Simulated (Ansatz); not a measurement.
# C: the cost of one run

Computed with Ansatz 0.2.0 (DFT PBE+D3(BJ), scalar-relativistic, plane waves, PAW, unless a step's input says otherwise).

27 further runs of the same task are left out: 27 set aside as unsound or not needed.

**1. The system as given**

Symmetry: P-3m1, No. 164, trigonal system. Conventional cell: a = 2.219 Å, b = 2.219 Å, c = 28.000 Å, α = 90.00°, β = 90.00°, γ = 120.00°. C (site symmetry 3m) has 3 C at 1.35 Å as nearest neighbours.

Coordinates:

```
C
1.0
     2.21900    0.00000    0.00000
    -1.10950    1.92171    0.00000
     0.00000    0.00000   28.00000
C
2
Direct
  0.33333 0.66667 0.50766
  0.66667 0.33333 0.49234
```

This is the geometry of the first run shown, built on a cell relaxed beforehand with the same method.

**2. Plan of the line**

Atoms count from 1 in the order of the input.

The lattice constant and the buckling of a sheet are varied, nothing relaxed.

First coordinate, lattice constant a of the sheet (both vectors scaled alike): 8 values from 2.219 to 2.663 Å. Second coordinate, buckling: height of C1 above C2: 8 values from 0.000 to 1.000 Å.

Nothing else is relaxed. Points are written as (first, second).

**3. Grid point (2.219 Å, 0.429 Å)**

The sheet is isolated along c: the input cuts the Coulomb interaction between periodic copies.

Input file input.yaml:

```yaml
crystal:
  lattice:
    - [2.219, 0.0, 0.0]
    - [-1.1095, 1.921710371, 0.0]
    - [0.0, 0.0, 28.0]
  atoms:
    - { symbol: C, position: [0.3333333333, 0.6666666667, 0.5076607143] }
    - { symbol: C, position: [0.6666666667, 0.3333333333, 0.4923392857] }
  periodic: [true, true, false]
basis:
  ecutwfc: 420
kpoints:
  mp_grid: { grid: [21, 21, 1] }
hamiltonian:
  xc: pbe
  pseudopotentials: { kind: paw, azcp: { folder: soft_1 } }
  dispersion: d3bj
scf:
  occupations: { method: gaussian, width: 0.1 }
output:
  forces: true
  stress: true
  eigenvalues: true
```

Launch:

```sh
$ ansatz run input.yaml --threads 1 --pin off --max-ram 3072MiB --backend cpu --events-out ev --progress --plain --runs-dir out
```

What time and memory should one allow on 1 thread of Arm Neoverse V1, shared host?

About 4.8 s, with a peak of 0.34 GiB.
